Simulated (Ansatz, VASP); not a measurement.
**BAs: VASP beside Ansatz**

INCAR

```
SYSTEM = BAs
PREC = Accurate
ENCUT = 520
EDIFF = 1E-8
ISMEAR = -1
SIGMA = 0.03
LREAL = .False.
LASPH = .True.
NELM = 60
ALGO = Normal
ISIF = 2
LWAVE = .False.
LCHARG = .False.
GGA = PE
LEFG = .True.
NBANDS = 11
```

KPOINTS

```
regular mesh
0
Gamma
  15 15 15
  0 0 0
```

File POSCAR:

```
BAs
1.0
    0.0000000000      2.4362700000      2.3885000000
    2.4362700000      0.0000000000      2.3885000000
    2.4362700000      2.4362700000      0.0000000000
B As
1 1
Direct
    0.0000000000      0.0000000000      0.0000000000
    0.7500000000      0.7500000000      0.7500000000
```

Input for Ansatz:

```yaml
crystal:
  lattice:
    - [0.0, 2.43627, 2.3885]
    - [2.43627, 0.0, 2.3885]
    - [2.43627, 2.43627, 0.0]
  atoms:
    - { symbol: B, position: [0.0, 0.0, 0.0] }
    - { symbol: As, position: [0.75, 0.75, 0.75] }
kpoints:
  mp_grid: { grid: [15, 15, 15] }
scf:
  occupations: { method: fermi_dirac, width: 0.03 }
hamiltonian:
  xc: pbe
  pseudopotentials: { kind: paw }
output:
  forces: true
  stress: true
  eigenvalues: true
  efg: { contact_densities: true }
```

Change from the starting cell: x and y stretched by +2 %, z held, PAW files.

Alike in both runs: task electric field gradients; functional PBE; k mesh 15 × 15 × 15; occupations fermi-dirac, width 0.03 eV; no spin polarisation.

```csv
,VASP,Ansatz
version,VASP 6.6.1,Ansatz 0.2.0
potentials or method,"VASP PAW PBE potentials, release 64 (B, As)","PAW with Ansatz's default frozen-core files, scalar-relativistic"
plane-wave cutoff (eV),520,420
valence electrons in the cell,8,18
```

VASP gave:

| Property | Result |
| --- | --- |
| pressure (GPa) | -1.9 |
| largest component of the traceless stress (GPa) | 2.55 |
| Vzz of the field gradient on the site that differs most (V/Å²) | -2.3 |

Task: Which values does Ansatz return?

Result: Pressure (GPa): -2.4; largest component of the traceless stress (GPa): 2.56; Vzz of the field gradient on the site that differs most (V/Å²): -2.1.

The two sets of potentials don't hold the same shells in valence.

Caveats: an odd mesh through Γ misses points on the zone boundary, where band edges often lie.
